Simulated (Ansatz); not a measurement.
# SiO$_{2}$: all-electron results

```
CELL_PARAMETERS angstrom
2.69843 0.00000 0.00000
-1.34921 2.33691 0.00000
0.00000 0.00000 5.53057
ATOMIC_POSITIONS crystal
Si 0.00000 0.00000 0.00000
O 0.33333 0.66667 0.16556
O 0.66667 0.33333 0.83444
```

Atom numbers follow the list: Si1, O2, O3.

The structure comes from a relaxation in the same program, started in the CdI2 type, and has space group P-3m1. Whether it is a known phase or the ground state wasn't checked.

Levels of theory: DFT, PBE, all-electron LAPW, scalar-relativistic (Ansatz 0.2.0); DFT, PBE, PAW with Ansatz's default frozen-core files, scalar-relativistic (Ansatz 0.2.0); DFT, PBE, all-electron PAW with datasets made for the crystal, scalar-relativistic (Ansatz 0.2.0).

For LAPW: a Γ-centred 16×16×9 k mesh, Fermi–Dirac smearing of 0.03 eV, basis error target 1 meV/atom, no spin polarisation. PAW takes a cutoff of 420 eV at this cell. The crystal-made all-electron datasets (AE datasets) take a cutoff of 420 eV at this cell. The Ansatz runs share mesh, smearing and spin set-up. Values come from LAPW unless marked.

```yaml
Band_gap: 6.26 eV, indirect from the line K (0.333, 0.333, 0)–Γ to Γ
Largest_force: 0.006 eV/Å on O2
Field_gradients_Vzz_crystal-made_datasets: Si1 1.45 (η = 0.00), O2 -6.47 (η = 0.00) in 10²¹ V/m²
Löwdin_charges_with_0.22_e_of_the_cell_spilling_out_of_the_atomic_basis_so_their_sizes_and_signs_hang_on_that_basis: Si1 1.63, O2 -0.70 e
Volume_per_atom: 11.63 Å³
Pressure_at_this_cell: 0.06 GPa
```

Predict this quantity. Smallest direct gap on the path.

6.72 eV.

Bader charges (from the PAW run): what does the calculation give?

Si1 +3.23, O2 -1.62 e.

Predict this quantity. Stress xx, yy, zz (compression positive).

0.04, 0.04, 0.09 GPa.
